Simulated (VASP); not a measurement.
Wanted: an ASE script for a VASP 6.6.1 run.

```yaml
Task: single point
Functional: RPBE
Potentials_or_basis: VASP PAW PBE potentials, release 64 (Co, O)
Cutoff: 500 eV
k_mesh: 10 × 10 × 10
Occupations: gaussian, width 0.05 eV
Spin: collinear spin, ferromagnetic start
Starting_moments: "[2.0, 0.0] μB"
Further_INCAR_settings: ALGO = Normal; EDIFF = 1.00e-06
```

The system is CoO.

```
CELL_PARAMETERS angstrom
1.60222 0.92504 2.56647
-1.60222 0.92504 2.56647
0.00000 -1.85008 2.56647
ATOMIC_POSITIONS crystal
Co 0.99898 0.99898 0.99898
O 0.75102 0.75102 0.75102
```

Measurements of this composition are mostly on another form, of space group No. 225.

The input as run:

run.py

```python
from ase import Atoms
from ase.calculators.vasp import Vasp
from ase.dft.bandgap import bandgap

atoms = Atoms(
    ['Co', 'O'],
    cell=[[1.6022198417, 0.9250420569, 2.5664708903], [-1.6022198417, 0.9250420569, 2.5664708903], [0.0, -1.8500841138, 2.5664708903]],
    scaled_positions=[[0.99897832, 0.99897832, 0.99897832], [0.75102103, 0.75102103, 0.75102103]],
    pbc=True,
)
atoms.set_initial_magnetic_moments([2.0, 0.0])
calc = Vasp(
    directory='calc',
    xc='rpbe',
    pp='PBE',
    setups='minimal',
    prec='Accurate',
    encut=500,
    ediff=1e-06,
    ismear=0,
    sigma=0.05,
    lreal=False,
    lasph=True,
    nelm=150,
    algo='Normal',
    isif=2,
    lwave=False,
    lcharg=False,
    ispin=2,
    lorbit=11,
    lmaxmix=4,
    kpts=[10, 10, 10],
    gamma=True,
)
atoms.calc = calc

print('energy (eV):', atoms.get_potential_energy())
print('free energy (eV):', atoms.get_potential_energy(force_consistent=True))
print('forces (eV/A):')
print(atoms.get_forces())
print('stress (eV/A^3, Voigt):', atoms.get_stress())
print('Fermi level (eV):', calc.get_fermi_level())
print('moment (muB):', atoms.get_magnetic_moment())
print('site moments (muB):', atoms.get_magnetic_moments())
gap, top, bottom = bandgap(calc)
print('band gap (eV):', gap, 'from (spin, k, band)', top, 'to', bottom)
```

Potentials or basis: VASP PAW PBE potentials, release 64 (Co, O).

Launch:

```console
$ python run.py
```

It gave:

```
Pressure                                              : 5.6 GPa
Largest force                                         : 0.293 eV/Å
Band gap on the k mesh                                : none (metal or under the smearing width)
Net moment                                            : 2.80 μB per cell
Site moments                                          : Co +2.41; O +0.30 μB
Valence electrons inside the program's atomic spheres : Co 8.00; O 5.01
```

Caveat: the PAW data sets were made with another functional, which shifts forces and pressure a little; a cell with one magnetic atom can't hold antiferromagnetic order, which such compounds often take; semilocal functionals often make such compounds metallic where correlation or magnetic order opens a gap, which also shifts bond lengths.

Run time: 39 s on 1 thread of AMD EPYC 9R45 (Zen 5), with other jobs on the host, peak memory 0.15 GiB.
